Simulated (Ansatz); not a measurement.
Runs of Ansatz 0.2.0 on TiSi2. The structure is orthorhombic, space group Fddd (No. 70). The conventional cell has a = 4.779 Å, b = 8.235 Å, c = 8.526 Å, α = 90.00°, β = 90.00°, γ = 90.00°. Ti (site symmetry 222) is surrounded by 10 Si at 2.55 to 2.78 Å. Si (site symmetry 2) has 5 Si at 2.52 to 2.79 Å and 5 Ti at 2.55 to 2.78 Å as nearest neighbours. The cell is a database's computed one.

| task | level | potentials or basis | U | cell | k mesh | cutoff (eV) | smearing | hubbard projectors | double counting | points for each segment of the path | gap on the mesh (eV) | pressure (GPa) | relaxed volume (Å³/atom) | largest force (eV/Å) |
| --- | --- | --- | --- | --- | --- | --- | --- | --- | --- | --- | --- | --- | --- | --- |
| relaxation of cell and atoms | PBEsol+U | Ansatz PAW | Ti d U = 6 eV | relaxed | 7 × 7 × 7 | 420 | fermi-dirac 0.05 eV | ortho-atomic (the default) | fll (the default) | - | none | 0.0 | 14.40 | - |
| band structure | PBE+U | Ansatz PAW | Ti d U = 4 eV | as given | 7 × 7 × 7 | 420 | fermi-dirac 0.05 eV | ortho-atomic (the default) | fll (the default) | 14 | none | (b) | - | 0.10 |
| projected density of states | PBE | Ansatz PAW | - | as given | 7 × 7 × 7 | 420 | fermi-dirac 0.05 eV | - | - | - | none | 2.1 | - | 0.02 |
| single point | PBE | Ansatz PAW | - | as given | 7 × 7 × 7 | 420 | gaussian 0.015 eV | - | - | - | none | 2.1 | - | 0.01 |
| relaxation of cell and atoms | PBEsol+D4 | Ansatz PAW | - | relaxed | 7 × 7 × 7 | 420 | fermi-dirac 0.05 eV | - | - | - | none | 0.0 | (c) | - |
| relaxation of cell and atoms | PBEsol+U | Ansatz PAW | Ti d U = 4 eV | relaxed | 7 × 7 × 7 | 420 | fermi-dirac 0.05 eV | ortho-atomic (the default) | fll (the default) | - | none | 0.0 | 14.12 | 0.01 |
| relaxation of cell and atoms | r2SCAN | Ansatz PAW | - | relaxed | 5 × 5 × 5 | 500 | fermi-dirac 0.05 eV | - | - | - | none | 0.0 | 13.95 | - |
| projected density of states | r2SCAN | Ansatz PAW | - | as given | 7 × 7 × 7 | 500 | fermi-dirac 0.05 eV | - | - | - | none | (a) | - | 0.02 |
| relaxation of cell and atoms | PBE | Ansatz PAW earlier set | - | relaxed | 7 × 7 × 7 | 740 | fermi-dirac 0.05 eV | - | - | - | none | 0.0 | 14.17 | - |
| relaxation of cell and atoms | PBE | Ansatz PAW | - | relaxed | 7 × 7 × 7 | 420 | fermi-dirac 0.05 eV | - | - | - | none | 0.0 | 14.17 | - |
| relaxation of cell and atoms | PBEsol+U | Ansatz PAW | Ti d U = 5 eV | relaxed | 7 × 7 × 7 | 420 | fermi-dirac 0.05 eV | ortho-atomic (the default) | fll (the default) | - | none | 0.0 | 14.24 | - |

Alike in all rows: no spin polarisation.

Task: Estimate the missing entries.

Result: (a) -0.2; (b) 5.4; (c) 13.54.

Caveats: the plane-wave basis is chosen anew once the cell has moved, so the energies of steps on either side of that aren't comparable (some runs); the PAW data sets come from PBE, with cores solved anew for the run's functional, which leaves a small shift of forces and pressure (some runs); U without spin polarisation on a metal has little footing (some runs); the U is typed as a test and isn't derived for this compound (some runs); the density of states is complete only up to the lowest level of the last band computed (some runs); pairwise dispersion overbinds metals, which lowers pressure and volume (some runs).

A k mesh can miss the band edges.

A gap of «none» marks a metal or a gap under the smearing width.

Not every run made on this cell is shown here.
